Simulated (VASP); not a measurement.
Crystal: InSe.

```
CELL_PARAMETERS angstrom
3.63204 0.00000 0.00000
0.00000 3.63204 0.00000
0.00000 0.00000 3.63204
ATOMIC_POSITIONS crystal
In 0.50000 0.50000 0.50000
Se 0.00000 0.00000 0.00000
```

The cell was built by a generator and needn't be a form met in nature.

| Item | Value |
| --- | --- |
| Program | VASP 6.6.1 |
| Task | relaxation of cell and atoms |
| Functional | r2SCAN |
| Potentials or basis | VASP PAW PBE potentials, release 64 (In_d, Se) |
| Cutoff | 600 eV |
| k mesh | 7 × 7 × 7 |
| Occupations | gaussian, width 0.05 eV |
| Spin | no spin polarisation |

At the start: pressure -1.6 GPa; volume 23.96 Å³/atom.

**Question.** How do energy, volume and symmetry change on relaxing?

**Answer.** Over 3 steps the energy falls by 3.7 meV/atom and the volume is 23.26 Å³/atom (-2.9 %); space group Pm-3m (No. 221, to 0.05 Å).

The path:
```csv
step,energy change (eV),largest force (eV/Å),pressure (GPa),volume (Å³)
1,0.0000,0.0000,-1.63,47.91
2,-0.0071,0.0000,0.35,46.24
3,-0.0073,0.0000,0.00,46.51
```

Final structure:
```xyz
2
Lattice="3.5962 0.0000 0.0000 0.0000 3.5962 0.0000 0.0000 0.0000 3.5962" Properties=species:S:1:pos:R:3 pbc="T T T"
In    1.7981    1.7981    1.7981
Se    0.0000    0.0000    0.0000
```

Caveat: the PAW data sets were made with another functional, which shifts forces and pressure a little.
